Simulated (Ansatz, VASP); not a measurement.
Al: VASP beside Ansatz

```
Al
1.0
     0.00000    1.99362    1.96326
     1.99362    0.00000    1.96326
     1.99362    1.99362    0.00000
Al
1
Cartesian
  0.0000 0.0000 0.0000
```

Change from the starting cell: strain -0.015 along x and y, -0.030 along z, atoms carried along.

Alike in both runs: task single point; functional PBE; dispersion D3(BJ); k mesh 20 × 20 × 20; occupations gaussian, width 0.15 eV; no spin polarisation.

|  | VASP | Ansatz |
| --- | --- | --- |
| version | VASP 6.6.1 | Ansatz 0.2.0 |
| potentials or method | VASP PAW PBE potentials, release 64 (Al) | scalar-relativistic, plane waves, PAW |
| plane-wave cutoff (eV) | 520 | 420 |
| valence electrons in the cell | 3 | 3 |

|  | VASP | Ansatz | Ansatz less VASP |
| --- | --- | --- | --- |
| gap on the k mesh at the Fermi level (eV) | none | none | - |
| pressure (GPa) | 1.0 | 1.0 | +0.04 |
| largest component of the traceless stress (GPa) | 0.33 | 0.33 | +0.002 |

A gap of «none» marks a metal or a gap that the smearing closes.

Caveats: pairwise dispersion overbinds metals, which lowers pressure and volume.
